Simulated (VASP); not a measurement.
# CdTe (F-43m) in VASP: a series of runs, part 2 of 3

VASP 6.6.1.

**3. Relaxation of the atoms, LDA (a relaxed cell with its volume scaled by 1.02)**

Input file INCAR:

```
SYSTEM = CdTe
PREC = Accurate
ENCUT = 600
EDIFF = 1E-7
ISMEAR = 0
SIGMA = 0.03
LREAL = .FALSE.
LASPH = .TRUE.
NELM = 80
ALGO = Normal
ISIF = 2
LWAVE = .FALSE.
LCHARG = .FALSE.
IBRION = 2
NSW = 40
EDIFFG = -0.01
```

Input file KPOINTS:

```
regular mesh
0
G
  8 8 8
  0 0 0
```

Input file POSCAR:

```
CdTe                                    
1.0
   -0.0000000000      3.2310530938      3.2310530938
    3.2310530938      0.0000000000      3.2310530938
    3.2310530938      3.2310530938     -0.0000000000
  Cd              Te            
     1     1
Direct
     0.0000000000000000    0.0000000000000000    0.0000000000000000
     0.2500000000000000    0.2500000000000000    0.2500000000000000
```

Potentials or basis: VASP PAW LDA potentials, release 64 (Cd, Te).

Run with:

```console
$ cat potpaw_LDA.64/Cd/POTCAR potpaw_LDA.64/Te/POTCAR > POTCAR
$ mpirun -np 1 vasp_std > vasp.out
```

OUTCAR:

```text
SYSTEM = CdTe
   PREC = Accurate
   ENCUT = 600
   EDIFF = 1E-7
   ISMEAR = 0
   LREAL = .FALSE.
   LASPH = .TRUE.
   NELM = 80
   ISIF = 2
   IBRION = 2
   NSW = 40
   EDIFFG = -0.01

 ion  position               nearest neighbor table
   1  0.000  0.000  0.000-   2 2.80   2 2.80   2 2.80   2 2.80
   2  0.250  0.250  0.250-   1 2.80   1 2.80   1 2.80   1 2.80

  LATTYP: Found a face centered cubic cell.
 ALAT       =     6.4621061876

  Lattice vectors:

 A1 = (   0.0000000000,   3.2310530938,   3.2310530938)
 A2 = (   3.2310530938,   0.0000000000,   3.2310530938)
 A3 = (   3.2310530938,   3.2310530938,   0.0000000000)

Analysis of symmetry for initial positions (statically):
=====================================================================
 Subroutine PRICEL returns:
 Original cell was already a primitive cell.

 Routine SETGRP: Setting up the symmetry group for a
 face centered cubic supercell.

 Subroutine GETGRP returns: Found 24 space group operations
 (whereof 24 operations were pure point group operations)
 out of a pool of 48 trial point group operations.

The static configuration has the point symmetry T_d .

Analysis of symmetry for dynamics (positions and initial velocities):
=====================================================================
 Subroutine PRICEL returns:
 Original cell was already a primitive cell.

 Routine SETGRP: Setting up the symmetry group for a
 face centered cubic supercell.

 Subroutine GETGRP returns: Found 24 space group operations
 (whereof 24 operations were pure point group operations)
 out of a pool of 48 trial point group operations.

The dynamic configuration has the point symmetry T_d .

 Subroutine INISYM returns: Found 24 space group operations
 (whereof 24 operations are pure point group operations),
 and found     1 'primitive' translations

[... 119 lines left out ...]
   GGA     = CA    functional components
   LHFCALC =     F    Hartree Fock is set to
   AEXX    =    0.0000 exact exchange contribution
   IVDW    =     0    specifies the selected vdW correction
   LEPSILON=     F    determine dielectric tensor
   LRPA    =     F    only Hartree local field effects (RPA)
 conjugate gradient relaxation of ions
 non-spin polarized calculation
 Gauss-broadening in eV      SIGMA  =   0.03
  energy-cutoff  :      600.00
  volume of cell :       67.46
 maximum number of plane-waves:      2272
 NGX is ok and might be reduce to    40
   NGX = 19   NGY = 19   NGZ = 19

 number of electron      17.9999999 magnetization

 Free energy of the ion-electron system (eV)
  ---------------------------------------------------
  ext. energy  EPLUGINS =         0.00000000
  ---------------------------------------------------
  free energy    TOTEN  =        -6.04750880 eV

  energy without entropy =       -6.04750880  energy(sigma->0) =       -6.04750880

 E-fermi :   2.3753     XC(G=0):  -8.9849

 val. band max:        2.2355737538   @ k =   0.0000   0.0000   0.0000
 cond. band min:       2.8142158948   @ k =   0.0000   0.0000   0.0000
 fundamental gap:      0.5786421409
 Fermi energy:         2.3752768869

 k-point     1 :       0.0000    0.0000    0.0000
  band No.  band energies     occupation
      1      -9.0554      2.00000
      2      -6.0857      2.00000
      3      -6.0857      2.00000
      4      -6.0857      2.00000
      5      -5.8151      2.00000
      6      -5.8151      2.00000
      7       2.2356      2.00000
      8       2.2356      2.00000
      9       2.2356      2.00000
     10       2.8142      0.00000
     11       6.7313      0.00000
     12       6.7313      0.00000
     13       6.7313      0.00000
[... 354 lines left out ...]
  band No.  band energies     occupation
      1      -8.5800      2.00000
      2      -5.9947      2.00000
      3      -5.9812      2.00000
      4      -5.8323      2.00000
      5      -5.8100      2.00000
      6      -5.3662      2.00000
      7      -2.1191      2.00000
      8       0.0969      2.00000
      9       0.9263      2.00000
     10       5.3689      0.00000
     11       6.6915      0.00000
     12       8.1195      0.00000
     13       9.3029      0.00000

 [... further k-points ...]
[... 5 lines left out ...]
  --------------------------------------------------------------------------------------
  -------------------------------------------------------------------------------------
  Total       -0.3717218     -0.3717218     -0.3717218     -0.0000000     -0.0000000     -0.0000000
  in kB       -8.8280811     -8.8280811     -8.8280811     -0.0000000     -0.0000000     -0.0000000
  external PRESSURE =      -8.8280811 kB  Pullay stress =       0.0000000 kB

 VOLUME and BASIS-vectors are now :
 -----------------------------------------------------------------------------
  energy-cutoff  :      600.00
  volume of cell :       67.46
      direct lattice vectors                 reciprocal lattice vectors
     0.000000000  3.231053094  3.231053094    -0.154748308  0.154748308  0.154748308
     3.231053094  0.000000000  3.231053094     0.154748308 -0.154748308  0.154748308
     3.231053094  3.231053094  0.000000000     0.154748308  0.154748308 -0.154748308

 POSITION                                       TOTAL-FORCE (eV/Angst)
 -----------------------------------------------------------------------------------
      0.00000      0.00000      0.00000         0.000000      0.000000      0.000000
      1.61553      1.61553      1.61553        -0.000000     -0.000000     -0.000000
 -----------------------------------------------------------------------------------
    total drift:                                0.000000      0.000000      0.000000

  FREE ENERGIE OF THE ION-ELECTRON SYSTEM (eV)
  ---------------------------------------------------
  free  energy   TOTEN  =        -6.0475087998 eV

  energy  without entropy=       -6.0475087998  energy(sigma->0) =       -6.04750880

 reached required accuracy - stopping structural energy minimisation
```

OSZICAR:

```text
N       E                     dE             d eps       ncg     rms          rms(c)
DAV:   1     0.114298501342E+03    0.11430E+03   -0.90330E+03   754   0.134E+03
DAV:   2    -0.133502279718E+01   -0.11563E+03   -0.11108E+03   839   0.298E+02
DAV:   3    -0.623637072208E+01   -0.49013E+01   -0.48837E+01   899   0.633E+01
DAV:   4    -0.628923823294E+01   -0.52868E-01   -0.52857E-01  1036   0.586E+00
DAV:   5    -0.628954923309E+01   -0.31100E-03   -0.31100E-03   894   0.376E-01    0.573E+00
DAV:   6    -0.607105651428E+01    0.21849E+00   -0.45975E-01   854   0.943E+00    0.467E+00
DAV:   7    -0.604987242434E+01    0.21184E-01   -0.10196E-01   864   0.244E+00    0.175E+00
DAV:   8    -0.604781860474E+01    0.20538E-02   -0.98241E-03   789   0.143E+00    0.485E-01
DAV:   9    -0.604751734945E+01    0.30126E-03   -0.77740E-04   894   0.339E-01    0.124E-01
DAV:  10    -0.604750562703E+01    0.11722E-04   -0.97945E-05   822   0.990E-02    0.552E-02
DAV:  11    -0.604750971533E+01   -0.40883E-05   -0.20375E-05   852   0.423E-02    0.279E-02
DAV:  12    -0.604750884278E+01    0.87256E-06   -0.21718E-06   818   0.120E-02    0.149E-02
DAV:  13    -0.604750879980E+01    0.42977E-07   -0.46884E-07   814   0.341E-03
   1 F= -.60475088E+01 E0= -.60475088E+01  d E =-.604751E+01
```

CONTCAR:

```text
CdTe
   1.00000000000000
     0.0000000000000000    3.2310530937999999    3.2310530937999999
     3.2310530937999999    0.0000000000000000    3.2310530937999999
     3.2310530937999999    3.2310530937999999    0.0000000000000000
  Cd              Te
     1     1
Direct
     0.0000000000000000    0.0000000000000000    0.0000000000000000
     0.2500000000000000    0.2500000000000000    0.2500000000000000

  0.00000000E+00  0.00000000E+00  0.00000000E+00
  0.00000000E+00  0.00000000E+00  0.00000000E+00
```

It took 21 s on 1 thread of Intel Xeon Platinum 8488C (Sapphire Rapids), shared host; peak memory 0.2 GiB.

Results:

* Free energy: -6.0475 eV
* Pressure after relaxing: -0.9 GPa
* Band gap on the k mesh: 0.58 eV, direct

Final structure:
```xyz
2
Lattice="0.0000 3.2311 3.2311 3.2311 0.0000 3.2311 3.2311 3.2311 0.0000" Properties=species:S:1:pos:R:3 pbc="T T T"
Cd    0.0000    0.0000    0.0000
Te    1.6155    1.6155    1.6155
```

Levels at points of the mesh, in eV from the valence-band top:
```
           k point  band 6  band 7  band 8  band 9  band 10  band 11  band 12  band 13
(0.00, 0.00, 0.00)   -8.05    0.00    0.00    0.00     0.58     4.50     4.50     4.50
(0.50, 0.00, 0.00)   -7.70   -4.55   -0.80   -0.80     1.67     5.09     5.09     6.87
(0.50, 0.50, 0.00)   -7.56   -4.42   -1.92   -1.92     2.42     2.55     8.69     9.03
```

Caveat: the relaxation stopped at its first step, so nothing moved; spin-orbit coupling is left out, which moves the levels of the heavy elements.

**4. Relaxation of the atoms, LDA (a relaxed cell with its volume scaled by 1.04)**

INCAR is that of step 3.

KPOINTS is that of step 3.

Input file POSCAR:

```
CdTe                                    
1.0
   -0.0000000000      3.2520345460      3.2520345460
    3.2520345460      0.0000000000      3.2520345460
    3.2520345460      3.2520345460     -0.0000000000
  Cd              Te            
     1     1
Direct
     0.0000000000000000    0.0000000000000000    0.0000000000000000
     0.2500000000000000    0.2500000000000000    0.2500000000000000
```

Potentials or basis: VASP PAW LDA potentials, release 64 (Cd, Te).

Run with:

```console
$ cat potpaw_LDA.64/Cd/POTCAR potpaw_LDA.64/Te/POTCAR > POTCAR
$ mpirun -np 1 vasp_std > vasp.out
```

OUTCAR:

```text
SYSTEM = CdTe
   PREC = Accurate
   ENCUT = 600
   EDIFF = 1E-7
   ISMEAR = 0
   LREAL = .FALSE.
   LASPH = .TRUE.
   NELM = 80
   ISIF = 2
   IBRION = 2
   NSW = 40
   EDIFFG = -0.01

 ion  position               nearest neighbor table
   1  0.000  0.000  0.000-   2 2.82   2 2.82   2 2.82   2 2.82
   2  0.250  0.250  0.250-   1 2.82   1 2.82   1 2.82   1 2.82

  LATTYP: Found a face centered cubic cell.
 ALAT       =     6.5040690920

  Lattice vectors:

 A1 = (   0.0000000000,   3.2520345460,   3.2520345460)
 A2 = (   3.2520345460,   0.0000000000,   3.2520345460)
 A3 = (   3.2520345460,   3.2520345460,   0.0000000000)

Analysis of symmetry for initial positions (statically):
=====================================================================
 Subroutine PRICEL returns:
 Original cell was already a primitive cell.

 Routine SETGRP: Setting up the symmetry group for a
 face centered cubic supercell.

 Subroutine GETGRP returns: Found 24 space group operations
 (whereof 24 operations were pure point group operations)
 out of a pool of 48 trial point group operations.

The static configuration has the point symmetry T_d .

Analysis of symmetry for dynamics (positions and initial velocities):
=====================================================================
 Subroutine PRICEL returns:
 Original cell was already a primitive cell.

 Routine SETGRP: Setting up the symmetry group for a
 face centered cubic supercell.

 Subroutine GETGRP returns: Found 24 space group operations
 (whereof 24 operations were pure point group operations)
 out of a pool of 48 trial point group operations.

The dynamic configuration has the point symmetry T_d .

 Subroutine INISYM returns: Found 24 space group operations
 (whereof 24 operations are pure point group operations),
 and found     1 'primitive' translations

----------------------------------------------------------------------------------------

                                     Primitive cell

  volume of cell :      68.7853

  direct lattice vectors                    reciprocal lattice vectors
     0.000000000  3.252034546  3.252034546    -0.153749904  0.153749904  0.153749904
     3.252034546  0.000000000  3.252034546     0.153749904 -0.153749904  0.153749904
     3.252034546  3.252034546  0.000000000     0.153749904  0.153749904 -0.153749904

  length of vectors
     4.599071360  4.599071360  4.599071360     0.266302646  0.266302646  0.266302646

  position of ions in fractional coordinates (direct lattice)
     0.000000000  0.000000000  0.000000000
     0.250000000  0.250000000  0.250000000

  ion indices of the primitive-cell ions
   primitive index   ion index
                 1           1
                 2           2

----------------------------------------------------------------------------------------

 KPOINTS: regular mesh

Automatic generation of k-mesh.
 Grid dimensions read from file:
 generate k-points for:    8    8    8

 Generating k-lattice:

  Cartesian coordinates                     Fractional coordinates (reciprocal lattice)
    -0.019218738  0.019218738  0.019218738     0.125000000  0.000000000  0.000000000
     0.019218738 -0.019218738  0.019218738     0.000000000  0.125000000  0.000000000
     0.019218738  0.019218738 -0.019218738     0.000000000  0.000000000  0.125000000

  Length of vectors
     0.033287831  0.033287831  0.033287831

  Shift w.r.t. Gamma in fractional coordinates (k-lattice)
     0.000000000  0.000000000  0.000000000

 Subroutine IBZKPT returns following result:
 ===========================================

 Found     29 irreducible k-points:

 Following reciprocal coordinates:
            Coordinates               Weight
  0.000000  0.000000  0.000000      1.000000
  0.125000  0.000000  0.000000      8.000000
  0.250000  0.000000  0.000000      8.000000
  0.375000  0.000000  0.000000      8.000000
  0.500000  0.000000  0.000000      4.000000
  0.125000  0.125000  0.000000      6.000000
[... 16 lines left out ...]
  0.500000  0.250000  0.125000     48.000000
 -0.375000  0.250000  0.125000     24.000000
 [... further k-points ...]
   k-points           NKPTS =     29   k-points in BZ     NKDIM =     29   number of bands    NBANDS=     13
   number of dos      NEDOS =    301   number of ions     NIONS =      2
   total plane-waves  NPLWV =  64000
   dimension x,y,z NGX =    40 NGY =   40 NGZ =   40
   dimension x,y,z NGXF=    80 NGYF=   80 NGZF=   80
   ions per type =               1   1
   NGX,Y,Z   is equivalent  to a cutoff of  14.46, 14.46, 14.46 a.u.
   NGXF,Y,Z  is equivalent  to a cutoff of  28.92, 28.92, 28.92 a.u.
 SYSTEM =  CdTe
   PREC   = accura    normal or accurate (medium, high low for compatibility)
   ISTART =      0    job   : 0-new  1-cont  2-samecut
   ICHARG =      2    charge: 1-file 2-atom 10-const
   ISPIN  =      1    spin polarized calculation?
   LNONCOLLINEAR =      F non collinear calculations
   LSORBIT =      F    spin-orbit coupling
   LASPH  =      T    aspherical Exc in radial PAW
   ENCUT  =  600.0 eV  44.10 Ry    6.64 a.u.   9.19  9.19  9.19*2*pi/ulx,y,z
   NELM   =     80;   NELMIN=  2; NELMDL= -5     # of ELM steps
   EDIFF  = 0.1E-06   stopping-criterion for ELM
   LREAL  =      F    real-space projection
   EDIFFG = -.1E-01   stopping-criterion for IOM
   NSW    =     40    number of steps for IOM
   IBRION =      2    ionic relax: 0-MD 1-quasi-New 2-CG
   NFREE  =      1    steps in history (QN), initial steepest desc. (CG)
   ISIF   =      2    stress and relaxation
   ISYM   =      2    0-nonsym 1-usesym 2-fastsym
   POTIM  = 0.5000    time-step for ionic-motion
   TEBEG  =    0.0;   TEEND  =   0.0 temperature during run
   PSTRESS=    0.0 pullay stress
   NELECT =      18.0000    total number of electrons
   NUPDOWN=      -1.0000    fix difference up-down
   EMIN   =  10.00;   EMAX   =-10.00  energy-range for DOS
   EFERMI =   0.00;   METHOD = LEGACY
   ISMEAR =     0;   SIGMA  =   0.03  broadening in eV -4-tet -1-fermi 0-gaus
   EFERMI_NEDOS =   21; number of points for ismear=-14 and -15
   IALGO  =     38    algorithm
   IMIX   =      4    mixing-type and parameters
     AMIX     =   0.40;   BMIX     =  1.00
     AMIX_MAG =   1.60;   BMIX_MAG =  1.00
  volume/ion in A,a.u.               =      34.39       232.09
  Fermi-wavevector in a.u.,A,eV,Ry     =   1.047130  1.978788 14.918527  1.096481
  Thomas-Fermi vector in A             =   2.181997
   LORBIT       =      0    0 simple, 1 ext, 2 COOP (PROOUT), +10 PAW based schemes
   GGA     = CA    functional components
   LHFCALC =     F    Hartree Fock is set to
   AEXX    =    0.0000 exact exchange contribution
   IVDW    =     0    specifies the selected vdW correction
   LEPSILON=     F    determine dielectric tensor
   LRPA    =     F    only Hartree local field effects (RPA)
 conjugate gradient relaxation of ions
 non-spin polarized calculation
 Gauss-broadening in eV      SIGMA  =   0.03
  energy-cutoff  :      600.00
  volume of cell :       68.79
 maximum number of plane-waves:      2313
 NGX is ok and might be reduce to    40
   NGX = 19   NGY = 19   NGZ = 19

 number of electron      17.9999998 magnetization

 Free energy of the ion-electron system (eV)
  ---------------------------------------------------
  ext. energy  EPLUGINS =         0.00000000
  ---------------------------------------------------
  free energy    TOTEN  =        -6.03734474 eV

  energy without entropy =       -6.03734474  energy(sigma->0) =       -6.03734474

 E-fermi :   2.1887     XC(G=0):  -8.9018

 val. band max:        2.0564485372   @ k =   0.0000   0.0000   0.0000
 cond. band min:       2.5762380548   @ k =   0.0000   0.0000   0.0000
 fundamental gap:      0.5197895176
 Fermi energy:         2.1886924408

 k-point     1 :       0.0000    0.0000    0.0000
  band No.  band energies     occupation
      1      -9.1237      2.00000
      2      -6.1963      2.00000
      3      -6.1963      2.00000
      4      -6.1963      2.00000
      5      -5.9401      2.00000
      6      -5.9401      2.00000
      7       2.0564      2.00000
      8       2.0564      2.00000
      9       2.0564      2.00000
     10       2.5762      0.00000
     11       6.5650      0.00000
     12       6.5650      0.00000
     13       6.5650      0.00000
[... 354 lines left out ...]
  band No.  band energies     occupation
      1      -8.6694      2.00000
      2      -6.1101      2.00000
      3      -6.0975      2.00000
      4      -5.9561      2.00000
      5      -5.9351      2.00000
      6      -5.5119      2.00000
      7      -2.1976      2.00000
      8      -0.0154      2.00000
      9       0.7947      2.00000
     10       5.1469      0.00000
     11       6.5315      0.00000
     12       7.9087      0.00000
     13       9.0717      0.00000

 [... further k-points ...]
[... 5 lines left out ...]
  --------------------------------------------------------------------------------------
  -------------------------------------------------------------------------------------
  Total       -0.7116436     -0.7116436     -0.7116436      0.0000000      0.0000000      0.0000000
  in kB      -16.5759218    -16.5759218    -16.5759218      0.0000000      0.0000000      0.0000000
  external PRESSURE =     -16.5759218 kB  Pullay stress =       0.0000000 kB

 VOLUME and BASIS-vectors are now :
 -----------------------------------------------------------------------------
  energy-cutoff  :      600.00
  volume of cell :       68.79
      direct lattice vectors                 reciprocal lattice vectors
     0.000000000  3.252034546  3.252034546    -0.153749904  0.153749904  0.153749904
     3.252034546  0.000000000  3.252034546     0.153749904 -0.153749904  0.153749904
     3.252034546  3.252034546  0.000000000     0.153749904  0.153749904 -0.153749904

 POSITION                                       TOTAL-FORCE (eV/Angst)
 -----------------------------------------------------------------------------------
      0.00000      0.00000      0.00000        -0.000000     -0.000000     -0.000000
      1.62602      1.62602      1.62602         0.000000      0.000000      0.000000
 -----------------------------------------------------------------------------------
    total drift:                                0.000000      0.000000      0.000000

  FREE ENERGIE OF THE ION-ELECTRON SYSTEM (eV)
  ---------------------------------------------------
  free  energy   TOTEN  =        -6.0373447354 eV

  energy  without entropy=       -6.0373447354  energy(sigma->0) =       -6.03734474

 reached required accuracy - stopping structural energy minimisation
```

Wall time 20 s (1 thread of Intel Xeon Platinum 8488C (Sapphire Rapids), shared host); peak memory 0.21 GiB.

What came out:

```
Free energy             : -6.0373 eV
Pressure after relaxing : -1.7 GPa
Band gap on the k mesh  : 0.52 eV, direct
```

Final structure:
```
Cd Te
1.0
     0.00000    3.25203    3.25203
     3.25203    0.00000    3.25203
     3.25203    3.25203    0.00000
Cd Te
1 1
Direct
  0.00000 0.00000 0.00000
  0.25000 0.25000 0.25000
```

Caveat: the relaxation stopped at its first step, so nothing moved; spin-orbit coupling is left out, which moves the levels of the heavy elements.

[end of part 2 of 3]
